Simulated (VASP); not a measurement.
A run of VASP 6.6.1 is set up as follows.

Contents of INCAR:

```
SYSTEM = P
  PREC = Accurate
  ENCUT = 520
  EDIFF = 1E-6
  ISMEAR = 0
  SIGMA = 0.1
  LREAL = .FALSE.
  LASPH = .TRUE.
  NELM = 100
  ALGO = Normal
  ISIF = 2
  LWAVE = .FALSE.
  LCHARG = .FALSE.
  LDIPOL = .TRUE.
  IDIPOL = 3
  DIPOL = 0.5 0.5 0.500
  GGA = PE
  IVDW = 12
  NBANDS = 12
```

File KPOINTS:

```
Automatic mesh
0
G
  6 6 1
  0 0 0
```

Contents of POSCAR:

```
P
1.0
    3.0956118943      0.0000000000      0.0000000000
   -1.5478059471      2.6808785407      0.0000000000
    0.0000000000      0.0000000000     28.0000000000
P
2
Direct
    0.3333333333      0.6666666667      0.5210178571
    0.6666666667      0.3333333333      0.4789821429
```

Potentials or basis: VASP PAW PBE potentials, release 64 (P).

Command:

```bash
$ cat potpaw_PBE.64/P/POTCAR > POTCAR
$ mpirun -np 1 vasp_std > vasp.out
```

Question: Predict the dispersion energy per atom.

Answer: -0.238 eV.

Question: Estimate the largest force.

Answer: 1.953 eV/Å.

Forces on the atoms (eV/Å):
```
P    0.000  0.000  1.953
P    0.000  0.000 -1.953
```
